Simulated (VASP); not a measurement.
# Si23W (a cell with a defect) in VASP: a series of runs

The runs below take Si23W (a cell with a defect) through relaxation of the atoms, single point, with PBEsol+U.

All numbers are computed with VASP 6.6.1; they aren't measurements. Logs are shortened: lines on timing, memory, paths and dates and some standing lists are left out, and cuts for length are marked.

## (1) The structure

The cell holds a defect, 24 atoms: a = 11.534 Å, b = 7.689 Å, c = 7.689 Å, α = 60.00°, β = 60.00°, γ = 60.00°.

## (2) Relaxation of the atoms, PBEsol+U, collinear spin, zero start (atoms moved at random, drawn with an rms of 0.05 Å)

File INCAR:

```
PREC = Accurate ; ENCUT = 350
EDIFF = 1E-5 ; ISMEAR = 0
SIGMA = 0.03 ; LREAL = Auto
LASPH = True ; NELM = 120
ALGO = Normal ; ISIF = 2
LWAVE = False ; LCHARG = False
ISPIN = 2 ; MAGMOM = 0 0 0 0 0 0 0 0 0 0 0 0 0 0 0 0 0 0 0 0 0 0 0 0
LORBIT = 11 ; NUPDOWN = 0
LMAXMIX = 4 ; LDAU = True
LDAUTYPE = 2 ; LDAUL = 2 -1
LDAUU = 2 0 ; LDAUJ = 0 0
LDAUPRINT = 1 ; GGA = PS
IBRION = 2 ; NSW = 60
EDIFFG = -0.03 ; ISYM = 0
```

File KPOINTS:

```
Automatic mesh
0
Gamma
  2 3 3
```

File POSCAR:

```
Si23W
1.0
    0.0000000000      8.1555000000      8.1555000000
    5.4370000000      0.0000000000      5.4370000000
    5.4370000000      5.4370000000      0.0000000000
W Si
1 23
Direct
   -0.0000590000     -0.0006800000     -0.0007980000
   -0.0029230000     -0.0007070000      0.5069490000
   -0.0004520000      0.4989850000     -0.0015260000
    0.0032490000      0.4940030000      0.5014010000
    0.3361920000      0.0042820000     -0.0062460000
    0.3375110000      0.0051300000      0.4903960000
    0.3349040000      0.5053470000     -0.0026480000
    0.3345320000      0.5008980000      0.4957490000
    0.6684500000     -0.0024880000     -0.0027670000
    0.6654670000      0.0003880000      0.5005280000
    0.6660720000      0.5008300000      0.0039760000
    0.6663380000      0.5050940000      0.4936390000
    0.0835730000      0.1277370000      0.1279420000
    0.0805880000      0.1173680000      0.6379730000
    0.0802290000      0.6275970000      0.1260640000
    0.0904430000      0.6237840000      0.6217070000
    0.4175100000      0.1296480000      0.1221700000
    0.4130100000      0.1177800000      0.6344950000
    0.4141030000      0.6245300000      0.1240190000
    0.4162920000      0.6225980000      0.6221960000
    0.7468330000      0.1287760000      0.1236430000
    0.7524060000      0.1210850000      0.6217010000
    0.7454400000      0.6274960000      0.1241730000
    0.7460060000      0.6322580000      0.6203650000
```

Potentials or basis: VASP PAW PBE potentials, release 64 (W_sv, Si).

Started as:

```console
> cat potpaw_PBE.64/W_sv/POTCAR potpaw_PBE.64/Si/POTCAR > POTCAR
> mpirun -np 1 vasp_std > vasp.out
```

OUTCAR:

```text
PREC = Accurate
   ENCUT = 350
   EDIFF = 1E-5
   ISMEAR = 0
   LREAL = Auto
   LASPH = True
   NELM = 120
   ISIF = 2
   ISPIN = 2
   LORBIT = 11
   NUPDOWN = 0
   GGA = PS
   IBRION = 2
   NSW = 60
   EDIFFG = -0.03
   ISYM = 0

 ion  position               nearest neighbor table
   1  1.000  0.999  0.999-  14 2.27  15 2.33  21 2.38  13 2.40
   2  0.997  0.999  0.507-  22 2.30  14 2.35  16 2.36  13 2.38
   3  1.000  0.499  0.998-  13 2.33  16 2.37  15 2.37  23 2.39
   4  0.003  0.494  0.501-  15 2.36  14 2.37  16 2.39  24 2.42
   5  0.336  0.004  0.994-  18 2.26  17 2.36  13 2.38  19 2.39
   6  0.338  0.005  0.490-  17 2.31  18 2.33  20 2.40  14 2.42
[... 16 lines left out ...]
  23  0.745  0.627  0.124-  11 2.30  12 2.32   9 2.32   3 2.39
  24  0.746  0.632  0.620-  10 2.31  12 2.34  11 2.41   4 2.42

IMPORTANT INFORMATION: All symmetrisations will be switched off!
NOSYMM: (Re-)initialisation of all symmetry stuff for point group C_1.

----------------------------------------------------------------------------------------

                                     Primitive cell

  volume of cell :     482.1690

  direct lattice vectors                    reciprocal lattice vectors
     0.000000000  8.155500000  8.155500000    -0.061308320  0.061308320  0.061308320
     5.437000000  0.000000000  5.437000000     0.091962479 -0.091962479  0.091962479
     5.437000000  5.437000000  0.000000000     0.091962479  0.091962479 -0.091962479

  length of vectors
    11.533618708  7.689079139  7.689079139     0.106189124  0.159283687  0.159283687

  position of ions in fractional coordinates (direct lattice)
     0.999941000  0.999320000  0.999202000
     0.997077000  0.999293000  0.506949000
     0.999548000  0.498985000  0.998474000
     0.003249000  0.494003000  0.501401000
     0.336192000  0.004282000  0.993754000
     0.337511000  0.005130000  0.490396000
[... 16 lines left out ...]
     0.745440000  0.627496000  0.124173000
     0.746006000  0.632258000  0.620365000

  ion indices of the primitive-cell ions
   primitive index   ion index
                 1           1
                 2           2
                 3           3
                 4           4
                 5           5
                 6           6
[... 16 lines left out ...]
                23          23
                24          24

----------------------------------------------------------------------------------------

 KPOINTS: Automatic mesh

Automatic generation of k-mesh.
 Grid dimensions read from file:
 generate k-points for:    2    3    3

 Generating k-lattice:

  Cartesian coordinates                     Fractional coordinates (reciprocal lattice)
    -0.030654160  0.030654160  0.030654160     0.500000000  0.000000000  0.000000000
     0.030654160 -0.030654160  0.030654160     0.000000000  0.333333333  0.000000000
     0.030654160  0.030654160 -0.030654160     0.000000000  0.000000000  0.333333333

  Length of vectors
     0.053094562  0.053094562  0.053094562

  Shift w.r.t. Gamma in fractional coordinates (k-lattice)
     0.000000000  0.000000000  0.000000000

 WARNING: IBZKPT: internal override: KBLOWUP is changed to .FALSE.
      ... skipping the blow-up phase ...

 Subroutine IBZKPT returns following result:
 ===========================================

 Found     10 irreducible k-points:

 Following reciprocal coordinates:
            Coordinates               Weight
  0.000000  0.000000  0.000000      1.000000
  0.500000  0.000000  0.000000      1.000000
  0.000000  0.333333  0.000000      2.000000
  0.500000  0.333333  0.000000      2.000000
  0.000000  0.000000  0.333333      2.000000
  0.500000  0.000000  0.333333      2.000000
  0.000000  0.333333  0.333333      2.000000
  0.500000  0.333333  0.333333      2.000000
  0.000000 -0.333333  0.333333      2.000000
  0.500000 -0.333333  0.333333      2.000000
   k-points           NKPTS =     10   k-points in BZ     NKDIM =     10   number of bands    NBANDS=     66
[... 42 lines left out ...]
  o =  0.3827  v =  0.0000  0.0000  0.0000  0.0000  0.0000  0.5680 -0.5884  0.0213  0.5746 -0.0225      0.0000  0.0000  0.0000  0.0000  0.0000  0.0000  0.0000  0.0000  0.0000  0.0000
  o =  0.3905  v =  0.0000  0.0000  0.0000  0.0000  0.0000 -0.3443 -0.7170 -0.2358 -0.3686  0.4194      0.0000  0.0000  0.0000  0.0000  0.0000  0.0000  0.0000  0.0000  0.0000  0.0000
  o =  0.3909  v = -0.6325  0.0273 -0.3683  0.6449 -0.2184  0.0000  0.0000  0.0000  0.0000  0.0000      0.0000  0.0000  0.0000  0.0000  0.0000  0.0000  0.0000  0.0000  0.0000  0.0000
  o =  0.3972  v =  0.0000  0.0000  0.0000  0.0000  0.0000 -0.6930 -0.0094 -0.2158  0.6791 -0.1094      0.0000  0.0000  0.0000  0.0000  0.0000  0.0000  0.0000  0.0000  0.0000  0.0000
  o =  0.3982  v = -0.4442 -0.7707 -0.1125 -0.4156  0.1527  0.0000  0.0000  0.0000  0.0000  0.0000      0.0000  0.0000  0.0000  0.0000  0.0000  0.0000  0.0000  0.0000  0.0000  0.0000

--------------------------------------- Ionic step       16  -------------------------------------------

 number of electron     106.0000000 magnetization       0.0000000

 Free energy of the ion-electron system (eV)
  ---------------------------------------------------
  ext. energy  EPLUGINS =         0.00000000
  ---------------------------------------------------
  free energy    TOTEN  =      -139.62467574 eV

  energy without entropy =     -139.62338495  energy(sigma->0) =     -139.62403035

 E-fermi :   5.8367     XC(G=0):  -9.6593

 val. band max:        5.8555790218   @ k =   0.5000   0.3333   0.3333
 cond. band min:       5.8855426089   @ k =   0.5000  -0.3333   0.3333
 fundamental gap:      0.0299635871
 Fermi energy:         5.8777085617

 spin component 1

 k-point     1 :       0.0000    0.0000    0.0000
  band No.  band energies     occupation
      1     -67.8255      1.00000
      2     -32.1386      1.00000
      3     -32.1235      1.00000
      4     -31.9853      1.00000
      5      -6.1052      1.00000
      6      -4.7804      1.00000
[... 669 lines left out ...]
     64       8.8904      0.00000
     65       8.9860      0.00000
 Fermi energy:         5.8367092739

 spin component 2

 k-point     1 :       0.0000    0.0000    0.0000
  band No.  band energies     occupation
      1     -67.8260      1.00000
      2     -32.1509      1.00000
      3     -32.1003      1.00000
      4     -31.9981      1.00000
      5      -6.1051      1.00000
      6      -4.7804      1.00000
[... 669 lines left out ...]
     64       8.8906      0.00000
     65       8.9859      0.00000
 [bands above 65 left out]

------------------------ aborting loop because EDIFF is reached ----------------------------------------

  FORCE on cell =-STRESS in cart. coord.  units (eV):
  Direction    XX          YY          ZZ          XY          YZ          ZX
  --------------------------------------------------------------------------------------
  -------------------------------------------------------------------------------------
  Total        2.2729502      2.0622649      2.0712939     -0.7447088      0.5791166     -0.7386472
  in kB        7.5526828      6.8526062      6.8826083     -2.4745589      1.9243201     -2.4544173
  external PRESSURE =       7.0959658 kB  Pullay stress =       0.0000000 kB
[... 39 lines left out ...]
  FREE ENERGIE OF THE ION-ELECTRON SYSTEM (eV)
  ---------------------------------------------------
  free  energy   TOTEN  =      -139.6246757395 eV

  energy  without entropy=     -139.6233849512  energy(sigma->0) =     -139.62403035

 reached required accuracy - stopping structural energy minimisation

 total charge

# of ion       s       p       d       tot
------------------------------------------
    1        2.441   6.155   3.470  12.066
    2        0.764   0.917   0.000   1.682
    3        0.764   0.918   0.000   1.682
    4        0.763   0.915   0.000   1.679
    5        0.758   0.937   0.000   1.695
    6        0.756   0.935   0.000   1.691
[... 16 lines left out ...]
   23        0.751   0.943   0.000   1.694
   24        0.750   0.941   0.000   1.691
--------------------------------------------------
tot         19.851  27.740   3.470  51.062

 magnetization (x)

# of ion       s       p       d       tot
------------------------------------------
    1        0.000  -0.000  -0.001  -0.001
    2        0.001   0.002   0.000   0.003
    3        0.001   0.002   0.000   0.003
    4       -0.001  -0.003   0.000  -0.005
    5       -0.001  -0.001   0.000  -0.002
    6        0.000   0.001   0.000   0.001
[... 16 lines left out ...]
   23        0.000   0.000   0.000   0.000
   24        0.000  -0.000   0.000   0.000
--------------------------------------------------
tot          0.001  -0.001  -0.001  -0.001
```

Run time: 2.2 h. Hardware: 1 thread of AMD EPYC 7R13 (Zen 3), shared host; peak memory 0.61 GiB.

Results:

- Free energy: -139.6247 eV
- Energy gained by relaxing: 22.4 meV/atom
- Ionic steps: 16
- Pressure after relaxing: 0.7 GPa
- Largest force after relaxing: 0.030 eV/Å
- Net moment: 0.00 μB per cell
- Valence electrons inside the program's atomic spheres: W 12.07; Si 1.68, 1.70, 1.69, 1.72, 1.73

Forces in eV/Å, atoms in the order of the input:
```
W   -0.014 -0.002 -0.008
Si   0.004 -0.012  0.003
Si   0.007 -0.004  0.002
Si   0.003 -0.009 -0.003
Si  -0.005  0.008  0.009
Si   0.007 -0.005 -0.002
Si   0.010  0.003 -0.003
Si  -0.011  0.011  0.014
Si   0.009  0.008 -0.002
Si  -0.001 -0.002  0.004
Si  -0.005  0.019  0.005
Si   0.001  0.008  0.001
Si  -0.014 -0.012 -0.010
Si  -0.003 -0.015  0.025
Si   0.006  0.003 -0.009
Si  -0.017  0.006  0.006
Si  -0.002 -0.001 -0.006
Si   0.001  0.010 -0.009
Si  -0.013  0.003  0.003
Si   0.006  0.005 -0.005
Si   0.004 -0.004 -0.009
Si   0.008 -0.006 -0.007
Si   0.009 -0.007 -0.003
Si   0.011 -0.006  0.003
```

Stress tensor (GPa, compression positive):
```
 0.76 -0.25 -0.25
-0.25  0.69  0.19
-0.25  0.19  0.69
```

The path:
```tsv
step	energy change (eV)	largest force (eV/Å)	pressure (GPa)
1	0.0000	2.6054	1.35
2	-0.4541	1.1763	0.77
3	-0.4747	0.7417	0.82
4	-0.5184	0.1527	0.72
5	-0.5184	0.1530	0.72
6	-0.5242	0.1026	0.71
7	-0.5250	0.1340	0.70
8	-0.5279	0.0684	0.70
9	-0.5295	0.1674	0.70
10	-0.5318	0.1072	0.71
11	-0.5340	0.0786	0.70
12	-0.5355	0.0403	0.71
13	-0.5357	0.0458	0.70
14	-0.5363	0.0344	0.71
15	-0.5365	0.0406	0.71
16	-0.5370	0.0298	0.71
```

Final structure:
```yaml
crystal:
  lattice:
    - [0.00000, 8.15550, 8.15550]
    - [5.43700, 0.00000, 5.43700]
    - [5.43700, 5.43700, 0.00000]
  atoms:
    - { symbol: W, position: [0.99482, 0.00075, 0.00161] }
    - { symbol: Si, position: [0.99913, 0.99782, 0.50205] }
    - { symbol: Si, position: [0.99856, 0.50157, 0.99831] }
    - { symbol: Si, position: [0.99813, 0.50129, 0.50256] }
    - { symbol: Si, position: [0.33403, 0.00184, 0.99905] }
    - { symbol: Si, position: [0.33821, 0.99885, 0.49539] }
    - { symbol: Si, position: [0.33760, 0.49804, 0.99679] }
    - { symbol: Si, position: [0.33197, 0.50119, 0.49954] }
    - { symbol: Si, position: [0.66916, 0.99833, 0.99625] }
    - { symbol: Si, position: [0.66477, 0.99929, 0.50485] }
    - { symbol: Si, position: [0.66344, 0.50737, 0.99821] }
    - { symbol: Si, position: [0.66624, 0.50038, 0.49871] }
    - { symbol: Si, position: [0.08566, 0.12511, 0.12540] }
    - { symbol: Si, position: [0.08896, 0.12411, 0.61776] }
    - { symbol: Si, position: [0.08834, 0.61657, 0.12537] }
    - { symbol: Si, position: [0.08276, 0.62487, 0.62534] }
    - { symbol: Si, position: [0.42033, 0.12382, 0.12123] }
    - { symbol: Si, position: [0.41520, 0.12693, 0.62574] }
    - { symbol: Si, position: [0.41402, 0.62882, 0.12530] }
    - { symbol: Si, position: [0.41679, 0.62497, 0.62278] }
    - { symbol: Si, position: [0.73842, 0.13338, 0.13079] }
    - { symbol: Si, position: [0.75051, 0.12634, 0.62304] }
    - { symbol: Si, position: [0.74994, 0.62495, 0.12480] }
    - { symbol: Si, position: [0.74873, 0.62517, 0.62423] }
```

Eigenvalues of the final occupation matrices:
| site | spin | trace | eigenvalues |
| --- | --- | --- | --- |
| site 1 d | 1 | 1.76 | 0.24 0.35 0.38 0.39 0.40 |
| site 1 d | 2 | 1.76 | 0.24 0.35 0.38 0.39 0.40 |

Caveat: the PAW data sets were made with another functional, which shifts forces and pressure a little; the total moment is fixed, so each spin has its own Fermi level; the U is typed as a test and isn't derived for this compound. Spin-orbit coupling is left out, which matters for the levels of W.

## (3) Single point, PBEsol+U, collinear spin, ferromagnetic start

File INCAR:

```
PREC = Accurate ; ENCUT = 350
EDIFF = 1E-5 ; ISMEAR = 0
SIGMA = 0.03 ; LREAL = Auto
LASPH = True ; NELM = 120
ALGO = Normal ; ISIF = 2
LWAVE = False ; LCHARG = False
ISPIN = 2 ; MAGMOM = 0.01 0 0 0 0 0 0 0 0 0 0 0 0 0 0 0 0 0 0 0 0 0 0 0
LORBIT = 11 ; LMAXMIX = 4
LDAU = True ; LDAUTYPE = 2
LDAUL = 2 -1 ; LDAUU = 2 0
LDAUJ = 0 0 ; LDAUPRINT = 1
GGA = PS ; NBANDS = 75
ISYM = 0
```

KPOINTS is that of step 2.

File POSCAR:

```
Si23W                                   
1.0
    0.0000000000      8.1555000000      8.1555000000
    5.4370000000      0.0000000000      5.4370000000
    5.4370000000      5.4370000000      0.0000000000
  W               Si            
     1    23
Direct
     0.9948174162062781    0.0007493755180553    0.0016071778648563
     0.9991296078088486    0.9978205752653285    0.5020510261892118
     0.9985592343050458    0.5015678871703616    0.9983110785974573
     0.9981337572704694    0.5012896499868432    0.5025573813308984
     0.3340272782565064    0.0018410954895630    0.9990538603654371
     0.3382059486409186    0.9988503729631398    0.4953947190361815
     0.3376015367942089    0.4980406016992482    0.9967877269312259
     0.3319692704957028    0.5011870612403608    0.4995366633567961
     0.6691610332752440    0.9983276627241744    0.9962484446453295
     0.6647721994984527    0.9992916638954570    0.5048480478266456
     0.6634437951010573    0.5073696799541446    0.9982115634269417
     0.6662380847459690    0.5003778308752120    0.4987118852468063
     0.0856645285215685    0.1251057265302743    0.1254017607729103
     0.0889569121038224    0.1241061131869970    0.6177605755166350
     0.0883359385722695    0.6165700669255112    0.1253694564725786
     0.0827559626433121    0.6248723454945482    0.6253405527690986
     0.4203340292534485    0.1238201106165673    0.1212304935033938
     0.4151989684168425    0.1269280976356660    0.6257410347666642
     0.4140160300572604    0.6288160491685303    0.1252967371685129
     0.4167870664990793    0.6249711867008259    0.6227806552297797
     0.7384246778406827    0.1333809749550203    0.1307873795698679
     0.7505110466688478    0.1263388360472167    0.6230418505286336
     0.7499430953174062    0.6249495820935863    0.1248023356022280
     0.7487265817067588    0.6251664538633807    0.6242285932819177
```

Potentials or basis: VASP PAW PBE potentials, release 64 (W_sv, Si).

Started as:

```console
> cat potpaw_PBE.64/W_sv/POTCAR potpaw_PBE.64/Si/POTCAR > POTCAR
> mpirun -np 1 vasp_std > vasp.out
```

Wall time 24 min (1 thread of AMD EPYC 7R13 (Zen 3), shared host); peak memory 0.61 GiB.

The run converged. Its results:

```
Free energy                                           : -139.6219 eV
Pressure                                              : 0.7 GPa
Largest force                                         : 0.032 eV/Å
Band gap on the k mesh                                : none (metal or under the smearing width)
Net moment                                            : 0.00 μB per cell
Valence electrons inside the program's atomic spheres : W 12.06; Si 1.68, 1.70, 1.69, 1.72, 1.73
```

Forces in eV/Å, atoms in the order of the input:
```
W   -0.015  0.016  0.012
Si   0.013 -0.020 -0.018
Si   0.016 -0.024 -0.005
Si   0.026 -0.017 -0.010
Si  -0.007  0.003  0.004
Si   0.007 -0.008 -0.004
Si   0.010  0.001 -0.007
Si  -0.013  0.012  0.014
Si   0.016  0.016  0.005
Si  -0.002 -0.008  0.006
Si  -0.006  0.020 -0.001
Si  -0.001  0.009  0.002
Si  -0.023 -0.011 -0.011
Si  -0.018 -0.002  0.025
Si  -0.009  0.004  0.004
Si  -0.015  0.006  0.006
Si   0.000 -0.005 -0.009
Si   0.005  0.013 -0.011
Si  -0.009  0.001  0.005
Si   0.007  0.004 -0.006
Si  -0.011  0.008  0.002
Si   0.008 -0.004 -0.006
Si   0.009 -0.007 -0.001
Si   0.014 -0.006  0.002
```

Stress tensor (GPa, compression positive):
```
 0.76 -0.26 -0.25
-0.26  0.65  0.19
-0.25  0.19  0.66
```

Levels at points of the mesh, in eV from the Fermi level:
Spin up:
```
           k point  band 51  band 52  band 53  band 54  band 55  band 56
(0.00, 0.00, 0.00)    -0.47    -0.41    -0.40    -0.29     0.67     0.82
(0.50, 0.00, 0.00)    -0.65    -0.62    -0.46    -0.22     0.41     0.76
```
Spin down:
| k point | band 51 | band 52 | band 53 | band 54 | band 55 | band 56 |
| --- | --- | --- | --- | --- | --- | --- |
| (0.00, 0.00, 0.00) | -0.47 | -0.41 | -0.40 | -0.28 | 0.67 | 0.82 |
| (0.50, 0.00, 0.00) | -0.65 | -0.62 | -0.46 | -0.22 | 0.41 | 0.76 |

Eigenvalues of the final occupation matrices:
```csv
site,spin,trace,eigenvalues
site 1 d,1,1.76,0.29 0.29 0.38 0.39 0.39
site 1 d,2,1.76,0.29 0.30 0.38 0.39 0.39
```

Caveat: the PAW data sets were made with another functional, which shifts forces and pressure a little; the U is typed as a test and isn't derived for this compound. The state reached can hang on the start; a lower one may exist.
